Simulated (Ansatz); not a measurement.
# CoSi2/Si/CoSi2: conductance against the thickness of the layer, part 4 of 6

How fast does the current through CoSi2/Si/CoSi2 fall with each added layer? Both electrodes are CoSi2 fluorite(111); the barrier is Si diamond(111) (whole bilayers). In the first transport cell, after relaxation, the nearest pair of electrode and barrier is Si–Si at 2.38 Å, along the normal, at the lower face and Si–Si at 2.38 Å, along the normal, at the upper one. All share a net of side 3.829 Å, which strains the lower electrode by +1.0 % and the barrier by -1.0 %, against typed lattice constants near PBE's. The first steps treat the bulk electrodes alone.

Ansatz 0.2.0; PBE DFT, plane waves, PAW files (the session's first sound run).

So far, transmission at the Fermi level (a spin, zone mean): step 4 (T(E) of the junction) 0.0711. Also channels of the lower lead: step 4 1.27.

### Step 5. Conductance on a fine mesh, atomic planes in the barrier 4, gap between the electrodes 8.71 Å

Level of this step: PBE DFT, plane waves, PAW files; ballistic transmission by layer matching between semi-infinite leads (Ansatz).

System of this step: CoSi2/Si/CoSi2. The cell holds 56 atoms: 18 Co and 38 Si. Its edges and angles: a = 3.829 Å, b = 3.829 Å, c = 73.269 Å, α = 90.0°, β = 90.0°, γ = 120.0°. Regions: left electrode, 26 atoms (9 Co and 17 Si); barrier, 4 atoms (4 Si); right electrode, 26 atoms (17 Si and 9 Co). Vacuum lies along c.

The conductance needs T(E) within ten thermal energies of the Fermi level, on steps under 1.5 kT, and a finer mesh (24×24), since the current can rest on few wavevectors.

The input, input.yaml:

```yaml
crystal:
  lattice:
    - [3.829, 0.0, 0.0]
    - [-1.9145, 3.3160112711, 0.0]
    - [0.0, 0.0, 73.269166806]
  atoms:
    - { symbol: Co, position: [0.66666667, 0.33333333, 0.0955381411] }
    - { symbol: Si, position: [0.0, 0.0, 0.1057925055] }
    - { symbol: Si, position: [0.66666667, 0.33333333, 0.1271919682] }
    - { symbol: Co, position: [0.0, 0.0, 0.1374463326] }
    - { symbol: Si, position: [0.33333333, 0.66666667, 0.1477006969] }
    - { symbol: Si, position: [0.0, 0.0, 0.1691001597] }
    - { symbol: Co, position: [0.33333333, 0.66666667, 0.179354524] }
    - { symbol: Si, position: [0.66666667, 0.33333333, 0.1896088883] }
    - { symbol: Si, position: [0.33333333, 0.66666667, 0.2110083511] }
    - { symbol: Co, position: [0.66666667, 0.33333333, 0.2212627154] }
    - { symbol: Si, position: [0.0, 0.0, 0.2315170798] }
    - { symbol: Si, position: [0.66666667, 0.33333333, 0.2529165425] }
    - { symbol: Co, position: [0.0, 0.0, 0.2631709069] }
    - { symbol: Si, position: [0.33333333, 0.66666667, 0.2734252712] }
    - { symbol: Si, position: [0.0, 0.0, 0.294824734] }
    - { symbol: Co, position: [0.33333333, 0.66666667, 0.3050790983] }
    - { symbol: Si, position: [0.66666667, 0.33333333, 0.3153334626] }
    - { symbol: Si, position: [0.33333333, 0.66666667, 0.3367329254] }
    - { symbol: Co, position: [0.66666667, 0.33333333, 0.3469872897] }
    - { symbol: Si, position: [0.0, 0.0, 0.3572416541] }
    - { symbol: Si, position: [0.66666667, 0.33333333, 0.3786411168] }
    - { symbol: Co, position: [0.0, 0.0, 0.3888954812] }
    - { symbol: Si, position: [0.33333333, 0.66666667, 0.3991498455] }
    - { symbol: Si, position: [0.0, 0.0, 0.4205493083] }
    - { symbol: Co, position: [0.33333333, 0.66666667, 0.4308036726] }
    - { symbol: Si, position: [0.66666667, 0.33333333, 0.4405552357] }
    - { symbol: Si, position: [0.66666667, 0.33333333, 0.4729781938] }
    - { symbol: Si, position: [0.0, 0.0, 0.4837927009] }
    - { symbol: Si, position: [0.0, 0.0, 0.5162068573] }
    - { symbol: Si, position: [0.33333333, 0.66666667, 0.5270214647] }
    - { symbol: Si, position: [0.33333333, 0.66666667, 0.559444486] }
    - { symbol: Co, position: [0.66666667, 0.33333333, 0.5691963274] }
    - { symbol: Si, position: [0.0, 0.0, 0.5794506917] }
    - { symbol: Si, position: [0.66666667, 0.33333333, 0.6008501545] }
    - { symbol: Co, position: [0.0, 0.0, 0.6111045188] }
    - { symbol: Si, position: [0.33333333, 0.66666667, 0.6213588832] }
    - { symbol: Si, position: [0.0, 0.0, 0.6427583459] }
    - { symbol: Co, position: [0.33333333, 0.66666667, 0.6530127103] }
    - { symbol: Si, position: [0.66666667, 0.33333333, 0.6632670746] }
    - { symbol: Si, position: [0.33333333, 0.66666667, 0.6846665374] }
    - { symbol: Co, position: [0.66666667, 0.33333333, 0.6949209017] }
    - { symbol: Si, position: [0.0, 0.0, 0.705175266] }
    - { symbol: Si, position: [0.66666667, 0.33333333, 0.7265747288] }
    - { symbol: Co, position: [0.0, 0.0, 0.7368290931] }
    - { symbol: Si, position: [0.33333333, 0.66666667, 0.7470834575] }
    - { symbol: Si, position: [0.0, 0.0, 0.7684829202] }
    - { symbol: Co, position: [0.33333333, 0.66666667, 0.7787372846] }
    - { symbol: Si, position: [0.66666667, 0.33333333, 0.7889916489] }
    - { symbol: Si, position: [0.33333333, 0.66666667, 0.8103911117] }
    - { symbol: Co, position: [0.66666667, 0.33333333, 0.820645476] }
    - { symbol: Si, position: [0.0, 0.0, 0.8308998403] }
    - { symbol: Si, position: [0.66666667, 0.33333333, 0.8522993031] }
    - { symbol: Co, position: [0.0, 0.0, 0.8625536674] }
    - { symbol: Si, position: [0.33333333, 0.66666667, 0.8728080318] }
    - { symbol: Si, position: [0.0, 0.0, 0.8942074945] }
    - { symbol: Co, position: [0.33333333, 0.66666667, 0.9044618589] }
kpoints:
  mp_grid: { grid: [8, 8, 1] }
scf:
  occupations: { method: fermi_dirac, width: 0.1 }
  max_iter: 150
hamiltonian:
  xc: pbe
output:
  transmission:
    kmesh: [24, 24]
    e_range: [-0.26, 0.27]
    de: 0.0375
    leads: [[11, 14], [42, 45]]
```

Run with:

```console
$ ansatz run input.yaml --threads 8 --pin off --max-ram 24576MiB --backend cpu --events-out ev --progress --plain --runs-dir out
```

Numbers of over 12 decimals in the logs are rounded to 6 here.

Log:

```text
[...]
Crystal: 56 atoms, lattice volume = 930.299 Å³
Basis set: ecut = 420 eV, 18125 PW (Γ)
Bands: 285, of which v1, the nominal top of the filled ones, is band 229 counted from 1 (228 counted from 0)
Symmetry: 12 space group operations
[...]
k-points: 10 of 64
[...]
SCF iter   1: F=—  HF=-116450.600206 eV  |F-HF|=—  |Δ(HF+E_count)|=         —  Δρ=8.80e-3  dr2=1.50e1  ethr=1.77e-3  ⟨swp⟩=8.2  Hψ=13964  notcnv=0  defer=119
[...]
SCF iter  12: F=-116450.533569 eV  HF=-116450.533569 eV  |F-HF|=5.06e-9  |Δ(HF+E_count)|=   2.97e-8  Δρ=1.15e-6  dr2=1.49e-8  ethr=2.18e-11  ⟨swp⟩=2.5  Hψ=5533  notcnv=0
SCF 1 converged in 12 iterations: F = -116450.533569 eV  dr2 = 1.49e-8
[...]
transmission: 326 of 3233 steps passed
transmission: 652 of 3233 steps passed
[...]
transmission: 3233 of 3233 steps passed
SCF converged after 12 iterations
Free energy (F): -116450.533569 eV
[...]
Internal energy: -116449.759327 eV  (E = F + TS)
E sigma→0 (E₀):  -116450.146448 eV
Entropy (-TS):   -0.774242 eV (-13.826 meV/atom)
Fermi energy:    8.976485 eV
[...]
--- Band table (eV; the first three rows and the last of 10) ---
  k-point 0: bands = [... 225 lower, 10.4114, 10.4114, 10.6354, 10.6937, 10.7384, 10.8479, 10.8743, 10.8743, ... 52 higher]
  k-point 1: bands = [... 225 lower, 10.0275, 10.1152, 10.1334, 10.1737, 10.3641, 10.3791, 10.4225, 10.4692, ... 52 higher]
  k-point 2: bands = [... 225 lower, 9.1618, 9.2745, 9.4392, 9.4512, 9.6222, 9.7046, 9.7788, 9.7884, ... 52 higher]
  k-point 9: bands = [... 225 lower, 8.4091, 8.4111, 8.4718, 8.4725, 8.4910, 8.4925, 8.5200, 8.5201, ... 52 higher]
--- Transmission ---
  basis      : 109 plane waves across, 53 finite elements along
  points     : 61, standing for a mesh of 24 x 24
  filling    : by the input's occupations and mesh, since the crystals that have channels conduct as metals do. If one of these is a semiconductor, that mesh has misplaced its level
[...]
filled         : 12.6 meV over the level at which it is neutral
    channels       : 1.348958e0 a spin
    conductance    : 8.0775e14 S/m² at 300 K; may be off by some 0.0 % by where its bands' edges are placed, 4.2 % from the k-mesh, 0.8 % from the distance to neutral
    slowest decay  : 0.0404 /Å at (0.3333, 0.2083)
[...]
filled         : 12.6 meV over the level at which it is neutral
    channels       : 1.348958e0 a spin
[...]
slowest decay  : 0.0404 /Å at (0.3333, 0.2083)
  junction   : crystal 0 to crystal 1, 20.82 to 52.45 Å
    transmission   : 1.828129e-1 a spin
    conductance    : 1.1064e14 S/m² at 300 K (1.1150e14 on every other point, 1.1045e14 on every other energy)
    error estimate : 0.2 % from the energy spacing and 0.0 % from band edges of the leads and from resonances (wavevectors taken as independent; lower de), 5.1 % from the k-mesh, 2.7 % from the steps of its leads' Hamiltonians or their offsets (lay more layers), 0.3 % from the distance to neutral
    resistance     : 7.8008e-3 Ω µm² beyond half of each lead's own
```

Wall time 2.5 min (8 threads of Arm Neoverse V2, shared host); peak memory 11 GiB.

This step gave:

```yaml
free_energy: -116450.5336 eV
fermi_energy: 8.976 eV
transmission_at_the_fermi_level_a_spin_zone_mean: 0.1828
channels_of_the_lower_lead: 1.349
channels_of_the_upper_lead: 1.349
potential_step_in_the_lower_lead: 5.5 meV
ballistic_conductance_of_the_lower_lead: 8.08e14 S/m²
potential_step_in_the_upper_lead: 5.5 meV
ballistic_conductance_of_the_upper_lead: 8.08e14 S/m²
junction_conductance: 1.11e14 S/m²
error_estimates_by_source_in_the_log_s_order: 0.2, 0, 5.1, 2.7, 0.3 %
resistance_area_product_beyond_the_leads: 0.007801 Ω um²
```

One spin. Table of transmission, zone mean by energy, zero at the Fermi level:

| energy (eV) | transmission, zone mean |
| --- | --- |
| -0.260 | 0.197 |
| -0.223 | 0.183 |
| -0.185 | 0.176 |
| -0.147 | 0.176 |
| -0.110 | 0.179 |
| -0.072 | 0.185 |
| -0.035 | 0.184 |
| 0.003 | 0.183 |
| 0.040 | 0.176 |
| 0.077 | 0.177 |
| 0.115 | 0.183 |
| 0.152 | 0.191 |
| 0.190 | 0.197 |
| 0.228 | 0.200 |
| 0.265 | 0.209 |

One spin. The open channels, zone mean, lower lead = upper lead by energy, zero at the Fermi level:

| energy (eV) | open channels, zone mean, lower lead = upper lead |
| --- | --- |
| -0.260 | 1.61 |
| -0.223 | 1.53 |
| -0.185 | 1.47 |
| -0.147 | 1.44 |
| -0.110 | 1.44 |
| -0.072 | 1.37 |
| -0.035 | 1.35 |
| 0.003 | 1.35 |
| 0.040 | 1.29 |
| 0.077 | 1.21 |
| 0.115 | 1.20 |
| 0.152 | 1.20 |
| 0.190 | 1.20 |
| 0.228 | 1.13 |
| 0.265 | 1.14 |

Transmission over k1 and k2. At 0.0025 eV from the Fermi level.

Ten even steps from '_' (0.000) to '@' (0.673):
```
______::____....____::______________::::________
____++==::..__..__..::==++______________________
__::==++--__..____..__--++==::__________________
____::--++++==**..**==++++--::__________________
..__..__++**++--++++--++**++__..__..::________::
--..__..==++==----------==++==..__..--::______::
......__**----****++++****----**__......________
________..++--**++++++++++**--++..______________
____....**++--++++********++++--++**....________
__::::__==----++++**######**++++----==__::::____
____==--++++--**++**##@@@@##**++**--++++--==____
____++++++**==**++**##@@@@@@##**++**==**++++++__
______==--++++--**++**##@@@@##**++**--++++--==__
______::::__==----++++**######**++++----==__::::
__________....**++--++++********++++--++**....__
________________..++--**++++++++++**--++..______
..________......__**----****++++****----**__....
--::______::--..__..==++==----------==++==..__..
..::________::..__..__++**++--++++--++**++__..__
____________________::--++++==**..**==++++--::__
____________________::==++--__..____..__--++==::
________________________++==::..__..__..::==++__
__________::::______________::____....____::____
__________..--..__________________..--..________
```
Columns: k1 (b1) from -0.5 to 0.458; rows upwards: k2 (b2) from -0.5 to 0.458.

G = 1.1e14 S/m² (1/G = 0.00904 Ω µm²). The largest error estimate is 5.1 %, from the mesh across the current. In the worse lead the potential repeats within 5.5 meV, which the program lets pass. By hand, Landauer's formula with T at one energy: G = (e²/h) ΣT / A = 3.874e-5 S × 0.366 / 12.70 Å² = 1.1e14 S/m², with T summed over both spins. The printed value averages T over the Fermi window and is 0.99 times this.

### Step 6. Conductance, 58 atoms

System of this step: CoSi2/Si/CoSi2. The cell holds 58 atoms: 18 Co and 40 Si. Its edges and angles: a = 3.829 Å, b = 3.829 Å, c = 76.445 Å, α = 90.0°, β = 90.0°, γ = 120.0°. Regions: left electrode, 26 atoms (9 Co and 17 Si); barrier, 6 atoms (6 Si); right electrode, 26 atoms (17 Si and 9 Co). Vacuum lies along c.

Barrier layers are added or taken out in the middle, and the relaxed faces stay.

The input, input.yaml:

```yaml
crystal:
  lattice:
    - [3.829, 0.0, 0.0]
    - [-1.9145, 3.3160112711, 0.0]
    - [0.0, 0.0, 76.4452670293]
  atoms:
    - { symbol: Co, position: [0.66666667, 0.33333333, 0.0915687821] }
    - { symbol: Si, position: [0.0, 0.0, 0.1013971045] }
    - { symbol: Si, position: [0.66666667, 0.33333333, 0.1219074758] }
    - { symbol: Co, position: [0.0, 0.0, 0.1317357982] }
    - { symbol: Si, position: [0.33333333, 0.66666667, 0.1415641206] }
    - { symbol: Si, position: [0.0, 0.0, 0.1620744918] }
    - { symbol: Co, position: [0.33333333, 0.66666667, 0.1719028142] }
    - { symbol: Si, position: [0.66666667, 0.33333333, 0.1817311366] }
    - { symbol: Si, position: [0.33333333, 0.66666667, 0.2022415079] }
    - { symbol: Co, position: [0.66666667, 0.33333333, 0.2120698303] }
    - { symbol: Si, position: [0.0, 0.0, 0.2218981527] }
    - { symbol: Si, position: [0.66666667, 0.33333333, 0.2424085239] }
    - { symbol: Co, position: [0.0, 0.0, 0.2522368464] }
    - { symbol: Si, position: [0.33333333, 0.66666667, 0.2620651688] }
    - { symbol: Si, position: [0.0, 0.0, 0.28257554] }
    - { symbol: Co, position: [0.33333333, 0.66666667, 0.2924038624] }
    - { symbol: Si, position: [0.66666667, 0.33333333, 0.3022321848] }
    - { symbol: Si, position: [0.33333333, 0.66666667, 0.3227425561] }
    - { symbol: Co, position: [0.66666667, 0.33333333, 0.3325708785] }
    - { symbol: Si, position: [0.0, 0.0, 0.3423992009] }
    - { symbol: Si, position: [0.66666667, 0.33333333, 0.3629095721] }
    - { symbol: Co, position: [0.0, 0.0, 0.3727378945] }
    - { symbol: Si, position: [0.33333333, 0.66666667, 0.3825662169] }
    - { symbol: Si, position: [0.0, 0.0, 0.4030765882] }
    - { symbol: Co, position: [0.33333333, 0.66666667, 0.4129049106] }
    - { symbol: Si, position: [0.66666667, 0.33333333, 0.4222513219] }
    - { symbol: Si, position: [0.66666667, 0.33333333, 0.4533271912] }
    - { symbol: Si, position: [0.0, 0.0, 0.4636923838] }
    - { symbol: Si, position: [0.0, 0.0, 0.4947598171] }
    - { symbol: Si, position: [0.33333333, 0.66666667, 0.5052397229] }
    - { symbol: Si, position: [0.33333333, 0.66666667, 0.5363071927] }
    - { symbol: Si, position: [0.66666667, 0.33333333, 0.5466724816] }
    - { symbol: Si, position: [0.66666667, 0.33333333, 0.5777484114] }
    - { symbol: Co, position: [0.0, 0.0, 0.5870950894] }
    - { symbol: Si, position: [0.33333333, 0.66666667, 0.5969234118] }
    - { symbol: Si, position: [0.0, 0.0, 0.6174337831] }
    - { symbol: Co, position: [0.33333333, 0.66666667, 0.6272621055] }
    - { symbol: Si, position: [0.66666667, 0.33333333, 0.6370904279] }
    - { symbol: Si, position: [0.33333333, 0.66666667, 0.6576007991] }
    - { symbol: Co, position: [0.66666667, 0.33333333, 0.6674291215] }
    - { symbol: Si, position: [0.0, 0.0, 0.6772574439] }
    - { symbol: Si, position: [0.66666667, 0.33333333, 0.6977678152] }
    - { symbol: Co, position: [0.0, 0.0, 0.7075961376] }
    - { symbol: Si, position: [0.33333333, 0.66666667, 0.71742446] }
    - { symbol: Si, position: [0.0, 0.0, 0.7379348312] }
    - { symbol: Co, position: [0.33333333, 0.66666667, 0.7477631536] }
    - { symbol: Si, position: [0.66666667, 0.33333333, 0.7575914761] }
    - { symbol: Si, position: [0.33333333, 0.66666667, 0.7781018473] }
    - { symbol: Co, position: [0.66666667, 0.33333333, 0.7879301697] }
    - { symbol: Si, position: [0.0, 0.0, 0.7977584921] }
    - { symbol: Si, position: [0.66666667, 0.33333333, 0.8182688634] }
    - { symbol: Co, position: [0.0, 0.0, 0.8280971858] }
    - { symbol: Si, position: [0.33333333, 0.66666667, 0.8379255082] }
    - { symbol: Si, position: [0.0, 0.0, 0.8584358794] }
    - { symbol: Co, position: [0.33333333, 0.66666667, 0.8682642018] }
    - { symbol: Si, position: [0.66666667, 0.33333333, 0.8780925242] }
    - { symbol: Si, position: [0.33333333, 0.66666667, 0.8986028955] }
    - { symbol: Co, position: [0.66666667, 0.33333333, 0.9084312179] }
kpoints:
  mp_grid: { grid: [8, 8, 1] }
scf:
  occupations: { method: fermi_dirac, width: 0.1 }
  max_iter: 150
hamiltonian:
  xc: pbe
output:
  transmission:
    kmesh: [24, 24]
    e_range: [-0.26, 0.27]
    de: 0.0375
    leads: [[11, 14], [44, 47]]
```

Log:

```text
[...]
Crystal: 58 atoms, lattice volume = 970.626 Å³
Basis set: ecut = 420 eV, 18939 PW (Γ)
Bands: 291, of which v1, the nominal top of the filled ones, is band 233 counted from 1 (232 counted from 0)
Symmetry: 12 space group operations
[...]
k-points: 10 of 64
[...]
SCF iter   1: F=—  HF=-117722.221240 eV  |F-HF|=—  |Δ(HF+E_count)|=         —  Δρ=8.64e-3  dr2=1.42e1  ethr=1.77e-3  ⟨swp⟩=8.5  Hψ=14727  notcnv=0  defer=95
[...]
SCF iter  11: F=-117722.144464 eV  HF=-117722.144464 eV  |F-HF|=3.22e-8  |Δ(HF+E_count)|=   2.87e-7  Δρ=1.92e-6  dr2=3.21e-8  ethr=2.15e-11  ⟨swp⟩=17.1  Hψ=11689  notcnv=0
SCF 1 converged in 11 iterations: F = -117722.144464 eV  dr2 = 3.21e-8
[...]
transmission: 350 of 3477 steps passed
transmission: 700 of 3477 steps passed
[...]
transmission: 3477 of 3477 steps passed
SCF converged after 11 iterations
Free energy (F): -117722.144464 eV
[...]
Internal energy: -117721.364649 eV  (E = F + TS)
E sigma→0 (E₀):  -117721.754557 eV
Entropy (-TS):   -0.779815 eV (-13.445 meV/atom)
Fermi energy:    8.868067 eV
[...]
--- Band table (eV; the first three rows and the last of 10) ---
  k-point 0: bands = [... 229 lower, 10.2985, 10.2985, 10.4557, 10.5896, 10.6054, 10.6997, 10.7708, 10.7708, ... 54 higher]
  k-point 1: bands = [... 229 lower, 9.9513, 9.9909, 10.0253, 10.0432, 10.2597, 10.2652, 10.3186, 10.3404, ... 54 higher]
  k-point 2: bands = [... 229 lower, 9.0791, 9.1450, 9.3341, 9.3382, 9.5315, 9.5765, 9.6728, 9.6761, ... 54 higher]
  k-point 9: bands = [... 229 lower, 8.2999, 8.3032, 8.3634, 8.3638, 8.3826, 8.3841, 8.4100, 8.4125, ... 54 higher]
--- Transmission ---
  basis      : 109 plane waves across, 57 finite elements along
  points     : 61, standing for a mesh of 24 x 24
[...]
filled         : 12.3 meV over the level at which it is neutral
    channels       : 1.348958e0 a spin
[...]
slowest decay  : 0.0394 /Å at (0.3333, 0.2083)
[...]
filled         : 12.3 meV over the level at which it is neutral
    channels       : 1.348958e0 a spin
[...]
slowest decay  : 0.0394 /Å at (0.3333, 0.2083)
  junction   : crystal 0 to crystal 1, 20.82 to 55.63 Å
    transmission   : 6.899890e-2 a spin
[...]
resistance     : 2.2168e-2 Ω µm² beyond half of each lead's own
```

The job ended after 2.7 min (8 threads; peak memory 11 GiB; 18 min of CPU time).

Numbers from this step:

```
free energy                                         : -117722.1445 eV
Fermi energy                                        : 8.868 eV
transmission at the Fermi level (a spin, zone mean) : 0.06900
potential step in the lower lead                    : 5.2 meV
potential step in the upper lead                    : 5.2 meV
junction conductance                                : 4.27e13 S/m²
error estimates by source, in the log's order       : 0.5, 0, 8.9, 2.7, 0.5 %
resistance-area product beyond the leads            : 0.02217 Ω um²
```

One spin. Table of transmission, zone mean by energy, zero at the Fermi level:

| energy (eV) | transmission, zone mean |
| --- | --- |
| -0.260 | 0.0699 |
| -0.223 | 0.0675 |
| -0.185 | 0.0667 |
| -0.147 | 0.0676 |
| -0.110 | 0.0698 |
| -0.072 | 0.0742 |
| -0.035 | 0.0716 |
| 0.003 | 0.0690 |
| 0.040 | 0.0686 |
| 0.077 | 0.0694 |
| 0.115 | 0.0702 |
| 0.152 | 0.0735 |
| 0.190 | 0.0759 |
| 0.228 | 0.0769 |
| 0.265 | 0.0807 |

One spin. The open channels, zone mean, lower lead = upper lead by energy, zero at the Fermi level:

(Unchanged from step 5.)

Transmission over k1 and k2. At 0.0025 eV from the Fermi level.

Ten even steps from '0' (0.000) to '9' (0.346):
```
000200000020000000000000
007610000016700000000000
026630000003662000000000
001332231322331000000000
000023323323320000000000
000023322222332000000000
000032244444422300000000
000013244444442310000000
000033244455444233000000
021022244566654422201200
006323244568865442323600
007633344468986444333670
000632324456886544232360
000210222445666544222012
000000033244455444233000
000000001324444444231000
000000000322444444223000
000000000023322222332000
000000000002332332332000
000000000013322313223310
000000000026630000003662
000000000000761000001670
000000000000002000000200
000000000000000000000000
```
Columns: k1 (b1) from -0.5 to 0.458; rows upwards: k2 (b2) from -0.5 to 0.458.

G = 4.3e13 S/m² (1/G = 0.0234 Ω µm²), 0.39 times the step before of this kind. The largest error estimate is 8.9 %, from the mesh across the current. In the worse lead the potential repeats within 5.2 meV, which the program lets pass.

(Continued in part 5 of 6.)

[Logs are printed without paths, hosts, clocks, repeated set-up lines and the standing remarks that a program may print on its own settings, such as how far it seeks lower states.]

[Hosts, paths, dates, database ids (printed as entryN), source tags and the programs' standing remarks are cut or masked in the printed files.]
